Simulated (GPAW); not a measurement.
Runs of GPAW 26.7.0 on Ge. It takes space group Fd-3m (No. 227, cubic). Conventional cell: a = 5.658 Å, b = 5.658 Å, c = 5.658 Å, α = 90.00°, β = 90.00°, γ = 90.00°. Around Ge (site symmetry -43m) lie 4 Ge at 2.45 Å. 

```csv
task,level,potentials or basis,spin,k mesh,cutoff (eV),maxiter,band path,band points,spin axis theta (degrees),spin axis phi (degrees),mesh quality,gap on the mesh (eV),pressure (GPa),V0 of scaled cells (Å³/atom),B0 (GPa)
equation of state,vdW-DF-cx,"GPAW PAW data sets (gpaw-data 1.2.1), pw",off,8 × 8 × 8,600,150,-,-,-,-,not flagged,-,-,23.29,64
single point,HSE06,"GPAW PAW data sets (gpaw-data 1.2.1), pw",off,4 × 4 × 4,450,60,-,-,-,-,coarse,0.83,-,-,-
band structure,TASK,"GPAW PAW data sets (gpaw-data 1.2.1), pw","SOC, no magnetisation",8 × 8 × 8,600,150,"GXWKGLUWLK,UX",100,0,0,not flagged,(a),3.6,-,-
band structure,PBE,"PAW data sets generated in the run's folder for this functional, pw",off,8 × 8 × 8,600,150,"GXWKGLUWLK,UX",60,-,-,not flagged,(d),3.9,-,-
single point,PBE0,"GPAW PAW data sets (gpaw-data 1.2.1), pw",off,4 × 4 × 4,450,60,-,-,-,-,coarse,(c),-,-,-
band structure,WC,"PAW data sets generated in the run's folder for this functional, pw","SOC, no magnetisation",8 × 8 × 8,600,150,"GXWKGLUWLK,UX",80,90,0,not flagged,-,1.0,-,-
band structure,SOGGA,"PAW data sets generated in the run's folder for this functional, pw","SOC, no magnetisation",8 × 8 × 8,600,150,"GXWKGLUWLK,UX",80,0,0,not flagged,-,(b),-,-
band structure,MS2,"GPAW PAW data sets (gpaw-data 1.2.1), pw","SOC, no magnetisation",8 × 8 × 8,600,150,"GXWKGLUWLK,UX",60,54.7,45,not flagged,0.40,0.6,-,-
equation of state,PBEsol+D3(BJ),"PAW data sets generated in the run's folder for this functional, pw",off,8 × 8 × 8,600,150,-,-,-,-,not flagged,-,-,22.36,72
band structure,rSCAN,"GPAW PAW data sets (gpaw-data 1.2.1), pw","SOC, no magnetisation",8 × 8 × 8,600,150,"GXWKGLUWLK,UX",80,54.7,45,not flagged,0.34,0.7,-,-
```

Alike in all rows: cell as given; smearing fermi-dirac 0.05 eV.

Task: Estimate the missing entries.

Result: (a) 0.73; (b) 0.8; (c) 1.53; (d) 0.09.

Caveats: some runs use coarse meshes; the PAW data sets were made with another functional, which shifts forces and pressure a little (some runs); spin-orbit coupling was added after a scalar SCF, so levels and gaps hold it while energy, forces, pressure and moments don't (some runs); this program's spin-orbit splittings come out too wide for heavy elements (some runs); exact exchange converges slowly with the k mesh, and this mesh is small (some runs); this crystal is a semiconductor, whose small gap the functional closes, so the metal is an error of the method (some runs).

A k mesh can miss the band edges, and rows without SOC leave out spin-orbit coupling on Ge.
